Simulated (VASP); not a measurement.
Here is a VASP 6.6.1 calculation.

The input INCAR:

```
SYSTEM = SnSe
PREC     = Accurate       ! precision mode
ENCUT    = 600            ! plane-wave cutoff, eV
EDIFF    = 1E-6           ! SCF threshold, eV
ISMEAR   = 0              ! smearing method
SIGMA    = 0.03           ! smearing width, eV
LREAL    = .False.        ! projectors in reciprocal space
LASPH    = .True.         ! aspherical terms in the spheres
NELM     = 80             ! most SCF steps
ALGO     = Fast           ! electronic algorithm
ISIF     = 3              ! what is computed and relaxed
LWAVE    = .False.        ! write WAVECAR
LCHARG   = .False.        ! write CHGCAR
GGA      = MK             ! functional
LUSE_VDW = .True.       
AGGAC    = 0.0          
PARAM1   = 0.1234       
PARAM2   = 1.0          
IBRION   = 2              ! ionic algorithm
NSW      = 40             ! ionic steps
EDIFFG   = -0.01          ! ionic threshold
```

File KPOINTS:

```
regular mesh
0
Gamma
  3 8 8
  0 0 0
```

The input POSCAR:

```
SnSe
1.0
   11.5000000000      0.0000000000      0.0000000000
    0.0000000000      4.1530000000      0.0000000000
    0.0000000000      0.0000000000      4.4450000000
Se Sn
4 4
Direct
    0.8553000000      0.2500000000      0.4820000000
    0.6447000000      0.7500000000      0.9820000000
    0.1447000000      0.7500000000      0.5180000000
    0.3553000000      0.2500000000      0.0180000000
    0.1182000000      0.2500000000      0.1035000000
    0.3818000000      0.7500000000      0.6035000000
    0.8818000000      0.7500000000      0.8965000000
    0.6182000000      0.2500000000      0.3965000000
```

Potentials or basis: VASP PAW PBE potentials, release 64 (Se, Sn_d).

Command:

```sh
$ cat potpaw_PBE.64/Se/POTCAR potpaw_PBE.64/Sn_d/POTCAR > POTCAR
$ mpirun -np 1 vasp_std > vasp.out
```

**Question.** Predict the space group after relaxing (to 0.05 Å).

**Answer.** Pnma (No. 62).

**Question.** Predict the relaxed cell.

**Answer.** a = 11.618 Å, b = 4.198 Å, c = 4.433 Å, α = 90.00°, β = 90.00°, γ = 90.00°.

**Question.** What does it give for the relaxed volume?

**Answer.** 27.02 Å³/atom.

Forces on the atoms (eV/Å):
```
Se   0.007  0.000  0.000
Se  -0.007  0.000  0.000
Se  -0.007  0.000  0.000
Se   0.007  0.000  0.000
Sn  -0.001  0.000 -0.001
Sn   0.001  0.000 -0.001
Sn   0.001  0.000  0.001
Sn  -0.001  0.000  0.001
```

Caveat: the PAW data sets were made with another functional, which shifts forces and pressure a little.
